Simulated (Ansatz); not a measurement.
Theory: Ansatz 0.2.0, DFT PBE, scalar-relativistic, plane waves, PAW. Settings: cutoff 420 eV, Γ-centred meshes spaced at most about 0.3 Å⁻¹, and about 0.25 Å⁻¹ or finer for metals (2π included), Gaussian smearing. Cells run with spin keep no moment; the others have no spin polarisation.

Temperature and zero-point effects are left out.

**Question.** Order these relaxed structures of MoSe by energy, lowest first, with the energy over the lowest of them.
A.

```xyz
2
Lattice="3.1462 0.0000 0.0000 0.0000 3.1462 0.0000 0.0000 0.0000 3.1462" Properties=species:S:1:pos:R:3 pbc="T T T"
Mo    0.0000    0.0000    0.0000
Se    1.5731    1.5731    1.5731
```

B.

```xyz
2
Lattice="0.0000 2.6102 2.6102 2.6102 0.0000 2.6102 2.6102 2.6102 0.0000" Properties=species:S:1:pos:R:3 pbc="T T T"
Mo    0.0000    0.0000    0.0000
Se    2.6102    2.6102    2.6102
```

**Answer.** A (0 meV/atom), B (469 meV/atom). Forms: A caesium chloride type, Pm-3m; B rock salt type, Fm-3m. Counting Se atoms around Mo (those within 1.25 times the shortest such distance or 1.15 times the sum of covalent radii, 1.27 where that leaves under three): A has Mo 8; B has Mo 6. Both come from invented guesses. The lowest form computed isn't among them: it has space group P6_3/mmc (No. 194), 16.7 Å³/atom and lies 39 meV/atom below the best shown. Even the lowest of the cells shown lies +0.11 eV/atom against the elements.

Cells relaxed within their symmetry can be saddle points. Some structure types and database cells were kept out of the candidates from the start, so a known form may be missing.
